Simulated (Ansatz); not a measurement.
TiTe:

```
CELL_PARAMETERS angstrom
0.00000 3.05007 3.05007
3.05007 0.00000 3.05007
3.05007 3.05007 0.00000
ATOMIC_POSITIONS crystal
Ti 0.50000 0.50000 0.50000
Te 0.00000 0.00000 0.00000
```

The cell comes from a database or a generator and needn't be the stable form of this composition.

```yaml
Program: Ansatz 0.2.0
Task: relaxation of cell and atoms
Functional: LDA
Potentials_or_basis: Ansatz PAW
Cutoff: "420 eV (not typed: the program's choice for these potentials)"
k_mesh: 8 × 8 × 8
Occupations: fermi-dirac, width 0.05 eV
Spin: no spin polarisation
```

At the start: volume 28.37 Å³/atom.

Question: How do energy, volume and symmetry change on relaxing?

Answer: It ends after 6 steps and the volume is 20.94 Å³/atom (-26.2 %); space group Fm-3m (No. 225, to 0.05 Å).

The path:
| step | energy change (eV) | largest force (eV/Å) | volume (Å³) |
| --- | --- | --- | --- |
| 1 | 0.0000 | 0.0000 | 56.75 |
| 2 | -0.6374 | 0.0000 | 48.85 |
| 3 | -0.8987 | 0.0000 | 41.72 |
| 4 | -0.8988 | 0.0000 | 41.93 |
| 5 | -0.8988 | 0.0000 | 41.88 |
| 6 | -0.8971 | 0.0000 | 41.88 |

Final structure:
```
Ti Te
1.0
     0.00000    2.75627    2.75627
     2.75627    0.00000    2.75627
     2.75627    2.75627    0.00000
Ti Te
1 1
Direct
  0.50000 0.50000 0.50000
  0.00000 0.00000 0.00000
```

Caveat: the volume moved by over 15 % at a fixed basis, so the end points are rough; the plane-wave basis is chosen anew once the cell has moved, so the energies of steps on either side of that aren't comparable; the PAW data sets come from PBE, with cores solved anew for the run's functional, which leaves a small shift of forces and pressure.
